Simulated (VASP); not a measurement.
## In: density of states with PBE

The system is In.

```xyz
1
Lattice="-1.6796 1.6796 2.4143 1.6796 -1.6796 2.4143 1.6796 1.6796 -2.4143" Properties=species:S:1:pos:R:3 pbc="T T T"
In    0.0000    0.0000    0.0000
```

| Item | Value |
| --- | --- |
| Program | VASP 6.6.1 |
| Task | density of states |
| Functional | PBE |
| Potentials or basis | VASP PAW PBE potentials, release 64 (In_d) |
| Cutoff | 250 eV |
| k mesh | 18 × 18 × 18 |
| Occupations | gaussian, width 0.1 eV |
| Spin | no spin polarisation |
| k mesh for the DOS | 27 × 27 × 27 |
| Occupations for the DOS | tetrahedron |
| Further INCAR settings | ALGO = Normal; EDIFF = 1e-07 |

```json
{"Valence electrons inside the program's atomic spheres": "In 11.31"}
```

Levels at points of the mesh, in eV from the Fermi level:
```
           k point  band 4  band 5  band 6  band 7  band 8  band 9
(0.00, 0.00, 0.00)  -14.44  -14.42   -9.29   10.18   10.18   10.22
```

States per cell in windows of 0.5 eV (zero at the Fermi level; states under -8 eV left out):
| from (eV) | total | In1_p | In1_s | In1_d |
| --- | --- | --- | --- | --- |
| -8.0 | 0.10 | 0.00 | 0.04 | 0.00 |
| -7.5 | 0.12 | 0.01 | 0.05 | 0.00 |
| -7.0 | 0.13 | 0.01 | 0.05 | 0.00 |
| -6.5 | 0.14 | 0.01 | 0.06 | 0.00 |
| -6.0 | 0.16 | 0.01 | 0.06 | 0.00 |
| -5.5 | 0.17 | 0.02 | 0.07 | 0.00 |
| -5.0 | 0.19 | 0.02 | 0.08 | 0.00 |
| -4.5 | 0.22 | 0.02 | 0.10 | 0.01 |
| -4.0 | 0.19 | 0.02 | 0.09 | 0.00 |
| -3.5 | 0.17 | 0.02 | 0.08 | 0.00 |
| -3.0 | 0.18 | 0.03 | 0.07 | 0.00 |
| -2.5 | 0.20 | 0.03 | 0.07 | 0.00 |
| -2.0 | 0.15 | 0.04 | 0.02 | 0.00 |
| -1.5 | 0.22 | 0.07 | 0.02 | 0.01 |
| -1.0 | 0.28 | 0.08 | 0.03 | 0.01 |
| -0.5 | 0.23 | 0.07 | 0.04 | 0.01 |
| 0.0 | 0.25 | 0.07 | 0.04 | 0.01 |
| 0.5 | 0.26 | 0.08 | 0.03 | 0.01 |
| 1.0 | 0.25 | 0.08 | 0.03 | 0.01 |
| 1.5 | 0.27 | 0.09 | 0.03 | 0.01 |
| 2.0 | 0.28 | 0.09 | 0.03 | 0.01 |
| 2.5 | 0.30 | 0.10 | 0.02 | 0.02 |
| 3.0 | 0.31 | 0.11 | 0.02 | 0.02 |
| 3.5 | 0.35 | 0.13 | 0.02 | 0.02 |
| 4.0 | 0.33 | 0.13 | 0.02 | 0.02 |
| 4.5 | 0.34 | 0.13 | 0.01 | 0.02 |
| 5.0 | 0.32 | 0.13 | 0.01 | 0.02 |
| 5.5 | 0.30 | 0.12 | 0.01 | 0.02 |
| 6.0 | 0.27 | 0.11 | 0.01 | 0.02 |
| 6.5 | 0.25 | 0.11 | 0.01 | 0.01 |
| 7.0 | 0.25 | 0.11 | 0.01 | 0.02 |
| 7.5 | 0.31 | 0.10 | 0.01 | 0.03 |

It took 82 s on 1 thread of Intel(R) Xeon(R) Platinum 8375C CPU @ 2.90GHz (Ice Lake) (shared host), peak memory 0.29 GiB.
